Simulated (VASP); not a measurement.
A run of VASP 6.6.1 is set up as follows.

File POSCAR:

```
GaN
1.0
    0.0000000000      2.1352350000      2.1352350000
    2.1352350000      0.0000000000      2.1352350000
    2.1352350000      2.1352350000      0.0000000000
Ga N
1 1
Direct
    0.0000000000      0.0000000000      0.0000000000
    0.5000000000      0.5000000000      0.5000000000
```

Contents of INCAR.step1:

```
  PREC = Accurate
  ENCUT = 520
  EDIFF = 1E-6
  ISMEAR = 0
  SIGMA = 0.02
  LREAL = False
  LASPH = True
  NELM = 80
  ALGO = Normal
  ISIF = 2
  LWAVE = False
  LCHARG = True
  MAGMOM = 0 0 0 0 0 0
  LORBIT = 11
  LSORBIT = True
  GGA_COMPAT = False
  GGA = PE
  NBANDS = 30
```

Contents of KPOINTS.step1:

```
regular mesh
0
Gamma
  10 10 10
```

Contents of INCAR.step2:

```
  PREC = Accurate
  ENCUT = 520
  EDIFF = 1E-6
  ISMEAR = 0
  SIGMA = 0.05
  LREAL = False
  LASPH = True
  NELM = 80
  ALGO = Normal
  ISIF = 2
  LWAVE = False
  LCHARG = False
  MAGMOM = 0 0 0 0 0 0
  LORBIT = 11
  LSORBIT = True
  GGA_COMPAT = False
  GGA = PE
  NBANDS = 30
  ICHARG = 11
```

File KPOINTS.step2:

```
path GXWKGLUWLK,UX
15
line-mode
reciprocal
 0.0000000000  0.0000000000  0.0000000000  G
 0.5000000000  0.0000000000  0.5000000000  X

 0.5000000000  0.0000000000  0.5000000000  X
 0.5000000000  0.2500000000  0.7500000000  W

 0.5000000000  0.2500000000  0.7500000000  W
 0.3750000000  0.3750000000  0.7500000000  K

 0.3750000000  0.3750000000  0.7500000000  K
 0.0000000000  0.0000000000  0.0000000000  G

 0.0000000000  0.0000000000  0.0000000000  G
 0.5000000000  0.5000000000  0.5000000000  L

 0.5000000000  0.5000000000  0.5000000000  L
 0.6250000000  0.2500000000  0.6250000000  U

 0.6250000000  0.2500000000  0.6250000000  U
 0.5000000000  0.2500000000  0.7500000000  W

 0.5000000000  0.2500000000  0.7500000000  W
 0.5000000000  0.5000000000  0.5000000000  L

 0.5000000000  0.5000000000  0.5000000000  L
 0.3750000000  0.3750000000  0.7500000000  K

 0.6250000000  0.2500000000  0.6250000000  U
 0.5000000000  0.0000000000  0.5000000000  X
```

Potentials or basis: VASP PAW PBE potentials, release 64 (Ga_d, N).

The run is started by

```bash
$ cat potpaw_PBE.64/Ga_d/POTCAR potpaw_PBE.64/N/POTCAR > POTCAR
$ cp INCAR.step1 INCAR
$ cp KPOINTS.step1 KPOINTS
$ mpirun -np 1 vasp_ncl > vasp.out
$ cp INCAR.step2 INCAR
$ cp KPOINTS.step2 KPOINTS
$ mpirun -np 1 vasp_ncl > vasp.out
```

Problem. Predict the net moment.

Solution. 0.00 μB per cell.

Moments on the atoms (μB; x, y, z):
```
Ga  0.00 0.00 0.00
N   0.00 0.00 0.00
```
